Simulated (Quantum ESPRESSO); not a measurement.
As:

```xyz
2
Lattice="1.8808 1.0859 3.5141 -1.8808 1.0859 3.5141 0.0000 -2.1718 3.5141" Properties=species:S:1:pos:R:3 pbc="T T T"
As    0.0000    0.0000    2.3825
As    0.0000    0.0000    8.1597
```

Base run:

| Quantity | Value |
| --- | --- |
| Program | Quantum ESPRESSO 7.5 |
| Functional | TASK |
| Potentials or basis | SG15 PBE 1.2 |
| Cutoff | 952 eV |
| Density cutoff | 3810 eV |
| k mesh | 7 × 7 × 7 |
| Occupations | fermi-dirac, width 0.05 eV |
| Spin | no spin polarisation |

Its results: pressure 6.8 GPa; largest force 0.110 eV/Å.

Question: After a change of settings the same cell gave: pressure 3.6 GPa; largest force 0.330 eV/Å. Which change was it?
A. functional from TASK to RPBE; k mesh from 7 × 7 × 7 to 9 × 9 × 9
B. functional from TASK to LDA; k mesh from 7 × 7 × 7 to 9 × 9 × 9
C. functional from TASK to r2SCAN
D. functional from TASK to revPBE; k mesh from 7 × 7 × 7 to 9 × 9 × 9

Answer: C.

Caveats: the potentials were made for another functional, which shifts forces and pressure.

Runs at the PBE level aren't shown here.
